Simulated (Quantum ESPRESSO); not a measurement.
TePb:

```
Pb Te
1.0
     0.00000    3.23100    3.23100
     3.23100    0.00000    3.23100
     3.23100    3.23100    0.00000
Pb Te
1 1
Direct
  0.00000 0.00000 0.00000
  0.50000 0.50000 0.50000
```

Base run:

| Item | Value |
| --- | --- |
| Program | Quantum ESPRESSO 7.5 |
| Functional | PBEsol |
| Potentials or basis | PseudoDojo 0.4.1 SR PBEsol standard |
| Cutoff | 1088 eV |
| Density cutoff | 4354 eV |
| k mesh | 7 × 7 × 7 |
| Occupations | fermi-dirac, width 0.05 eV |
| Spin | no spin polarisation |

Its results: pressure -0.4 GPa.

The run is repeated on the same cell with these changes: functional from PBEsol to LDA; potentials or basis from PseudoDojo 0.4.1 SR PBEsol standard to PseudoDojo 0.4.1 SR LDA standard. What comes out?

Pressure -1.7 GPa.

Not every run made on this cell is shown here.
